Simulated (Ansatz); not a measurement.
Runs of Ansatz 0.2.0 on Mg. Symmetry: P6_3/mmc, No. 194, hexagonal system. The conventional cell has a = 3.177 Å, b = 3.177 Å, c = 10.319 Å, α = 90.00°, β = 90.00°, γ = 120.00°. Mg (site symmetry -6m2) is surrounded by 12 Mg at 3.17 to 3.18 Å. Mg (site symmetry -3m) is surrounded by 12 Mg at 3.17 to 3.18 Å. 

```csv
task,level,potentials or basis,cutoff (eV),basis error allowed,pressure (GPa),V0 of scaled cells (Å³/atom),B0 (GPa)
band structure,PBEsol,"all-electron LAPW, non-relativistic",95,0.002 eV/atom,0.2,-,-
equation of state,PBEsol,"all-electron LAPW, scalar-relativistic",-,0.001 eV/atom,-,(b),37
band structure,PBEsol,all-electron PAW datasets made for the crystal,100,-,0.2,-,-
band structure,LDA,"all-electron LAPW, scalar-relativistic",96,0.002 eV/atom,-1.3,-,-
band structure,PBEsol,"all-electron LAPW, scalar-relativistic",95,0.002 eV/atom,0.2,-,-
single point,PBEsol,"all-electron LAPW, scalar-relativistic",107,0.001 eV/atom,0.2,-,-
equation of state,LDA,"all-electron LAPW, scalar-relativistic",-,0.002 eV/atom,-,21.76,(a)
band structure,PBE,"all-electron LAPW, scalar-relativistic",95,0.002 eV/atom,0.9,-,-
```

Alike in all rows: no spin polarisation; cell as given; k mesh 10 × 10 × 3; smearing fermi-dirac 0.05 eV.

Problem. Estimate the missing entries.

Solution. (a) 39; (b) 22.64.

Caveats: the cell was scaled at fixed shape and fractional positions, which overstates the stiffness of a crystal with free parameters, most of all of layers and chains (some runs).

Not every run made on this cell is shown here.
